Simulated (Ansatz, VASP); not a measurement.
One calculation of MnO, two programs

```
Mn O
1.0
     0.00000    2.22200    2.22200
     2.22200    0.00000    2.22200
     2.22200    2.22200    0.00000
Mn O
1 1
Direct
  0.00000 0.00000 0.00000
  0.50000 0.50000 0.50000
```

Alike in both runs: task single point; functional PBE; k mesh 12 × 12 × 12; occupations gaussian, width 0.05 eV; collinear spin; Hubbard terms Mn d U = 3.9 eV.

|  | VASP | Ansatz |
| --- | --- | --- |
| version | VASP 6.6.1 | Ansatz 0.2.0 |
| potentials or method | VASP PAW PBE potentials, release 64 (Mn_pv, O) | scalar-relativistic, plane waves, PAW |
| plane-wave cutoff (eV) | 520 | 420 |
| valence electrons in the cell | 19 | 21 |

```csv
,VASP,Ansatz,Ansatz less VASP
gap on the k mesh at the Fermi level (eV),0.21,0.13,-0.087
least direct gap on the mesh (eV),2.70,2.59,-0.110
pressure (GPa),7.9,9.6,+1.69
net moment per atom (μB),2.50,2.50,0.000
size of the moment on the site where the two differ most (μB),4.62,4.28,-0.345
```

Site moments also hang on the region over which each program counts them. The programs project onto different local orbitals, so the same U acts differently. The two sets of potentials don't hold the same shells in valence. Ansatz warned: «stability_check_not_made».

Caveats: a cell with one magnetic atom can't hold antiferromagnetic order, which such compounds often take. The state reached can hang on the start; a lower one may exist.
